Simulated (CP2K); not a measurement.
Runs of CP2K 2026.2 on SiC (Moissanite 6H). It takes space group P6_3mc (No. 186, hexagonal). The conventional cell has a = 3.095 Å, b = 3.095 Å, c = 15.170 Å, α = 90.00°, β = 90.00°, γ = 120.00°. Si (site symmetry 3m) has 4 C at 1.90 Å as nearest neighbours. Si (site symmetry 3m) has 4 C at 1.90 Å as nearest neighbours. Si (site symmetry 3m) is surrounded by 4 C at 1.90 Å. Around C (site symmetry 3m) lie 4 Si at 1.90 Å. C (site symmetry 3m) has 4 Si at 1.90 Å as nearest neighbours. C (site symmetry 3m) has 4 Si at 1.90 Å as nearest neighbours. 

```tsv
level	cutoff of the non-local correlation (Ry)	gap on the mesh (eV)	pressure (GPa)	largest force (eV/Å)
HLE16	-	(a)	(b)	0.14
optB88-vdW	300	2.42	-0.2	0.15
LDA	-	2.12	-1.4	0.15
r2SCAN	-	2.60	-2.5	0.14
PBE	-	2.26	-0.4	0.14
PBEsol	-	2.13	-1.5	0.14
BLYP	-	2.55	3.0	0.15
```

Alike in all rows: task band structure; potentials or basis POTENTIAL_UZH Si GTH-PBE-q4, C GTH-PBE-q4; DZVP-MOLOPT-PBE-GTH basis; no spin polarisation; cell as given; k mesh 8 × 8 × 2; smearing fermi-dirac 0.05 eV.

**Question.** Fill in the values left out.

**Answer.** (a) 2.92; (b) -39.5.

Caveats: the basis of atomic orbitals isn't converged, which shifts pressures, moduli and gaps; the potentials were made for another functional, which shifts forces and pressure (some runs); the potentials were made for a functional far from this one (some runs); the cell as given lies far from equilibrium (some runs).

